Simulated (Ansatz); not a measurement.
# SiNi3: the cost of one run

Computed with Ansatz 0.2.0 (DFT, PBE, plane-wave PAW, default files, scalar-relativistic, frozen cores, as far as a step names no other, unless a step's input says otherwise).

## 1. Starting point

The structure is cubic, space group Pm-3m (No. 221). The conventional cell has a = 3.551 Å, b = 3.551 Å, c = 3.551 Å, α = 90.00°, β = 90.00°, γ = 90.00°. Si (site symmetry m-3m) has 12 Ni at 2.51 Å as nearest neighbours. Ni (site symmetry 4/mmm) is surrounded by 4 Si at 2.51 Å and 8 Ni at 2.51 Å.

Structure file:

```
Si Ni
1.0
     3.55110    0.00000    0.00000
     0.00000    3.55110    0.00000
     0.00000    0.00000    3.55110
Si Ni
1 3
Direct
  0.00000 0.00000 0.00000
  0.00000 0.50000 0.50000
  0.50000 0.00000 0.50000
  0.50000 0.50000 0.00000
```

The earlier run gave: no gap over 0.1 eV on the mesh, largest force 0.000 eV/Å, pressure -7.4 GPa.

Like atoms gathered into sites:

| site | atoms | first shell | V_zz (10²¹ V/m²) | η | C_Q (MHz) |
| --- | --- | --- | --- | --- | --- |
| Si | 1 | 12 Ni at 2.51 Å | 0.00 | – | – |
| Ni | 2, 3, 4 | 4 Si at 2.51 Å, 8 Ni at 2.51 Å | -4.36 | 0.00 | -17.1 (⁶¹Ni) |

Conventions: |V_zz| ≥ |V_yy| ≥ |V_xx|, η = (V_xx − V_yy)/V_zz, C_Q = eQV_zz/h. Q values from Pyykkö, Mol. Phys. 116, 1328 (2018). A dash under C_Q marks elements without a common quadrupolar isotope.

## 2. Z stretched by +3 %, ions relaxed

input.yaml reads:

```yaml
crystal:
  lattice:
    - [3.5511, 0.0, 0.0]
    - [0.0, 3.5511, 0.0]
    - [0.0, 0.0, 3.657633]
  atoms:
    - { symbol: Si, position: [0.0, 0.0, 0.0] }
    - { symbol: Ni, position: [0.0, 0.5, 0.5], spin: 1.5 }
    - { symbol: Ni, position: [0.5, 0.0, 0.5], spin: 1.5 }
    - { symbol: Ni, position: [0.5, 0.5, 0.0], spin: 1.5 }
magnetization:
  spin_polarized: true
kpoints:
  mp_grid: { grid: [13, 13, 13] }
scf:
  occupations: { method: fermi_dirac, width: 0.05 }
hamiltonian:
  xc: pbe
  pseudopotentials: { kind: paw, frozen_core: stored }
output:
  forces: true
  stress: true
  populations: true
  efg: { quadrupole_moments_barn: { Ni: 0.162 } }
relax:
  f_tol: 0.02
  max_steps: 60
```

Launch:

```
ansatz run input.yaml --threads 1 --pin off --max-ram 3072MiB --backend cpu --events-out ev --progress --plain --runs-dir out
```

Q: Estimate wall time and peak memory on 1 thread of Intel Xeon at 2.50GHz (Skylake/Cascade Lake), shared host.

About 3.3 min, with a peak of 0.87 GiB.
